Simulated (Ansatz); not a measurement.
**What DFT gives for IrO2**

```
CELL_PARAMETERS angstrom
4.55555 0.00000 0.00000
0.00000 4.55555 0.00000
0.00000 0.00000 3.18554
ATOMIC_POSITIONS crystal
Ir 0.00000 0.00000 0.00000
Ir 0.50000 0.50000 0.50000
O 0.31100 0.31100 0.00000
O 0.18900 0.81100 0.50000
O 0.68900 0.68900 0.00000
O 0.81100 0.18900 0.50000
```

Method: PBE, no spin polarisation; PAW, plane waves to 420 eV, 8×8×11 Γ-centred mesh, fermi-dirac occupations (width 0.1 eV) (Ansatz 0.2.0), atoms fixed.

Problem. Is it stable against the elements?

Solution. -0.79 eV an atom against the elements' usual phases (free molecules for gases, crystals otherwise, with no correction for O₂ or N₂), so it is bound against them; other compounds may still compete. Relaxing would lower it.

Problem. Where is the largest force?

Solution. The largest is on O5 (and as large on other atoms): 0.48 eV/Å, components (0.34, 0.34, 0.00). It makes 0° with the line to a nearest neighbour, Ir1 at 2.00 Å, pointing towards it.

Problem. Describe some of the short contacts.

Solution. Ir–O at 2.00 Å: least valence density 0.85 e/Å³ and ELF 0.24 there. These are pseudo-fields; inside the PAW spheres they differ from the all-electron ones.

Problem. What happens at the Fermi level?

Solution. It is a metal, with about 3.3 states/eV a cell as the mean within 0.25 eV of the Fermi level, mostly Ir d (56 %) and O p (42 %).

Origin: a database entry at a rescaled volume. Caveats: many states at the Fermi level without spin polarisation, so a magnetic state may lie lower; correlation that this level lacks may open a gap in such a compound.
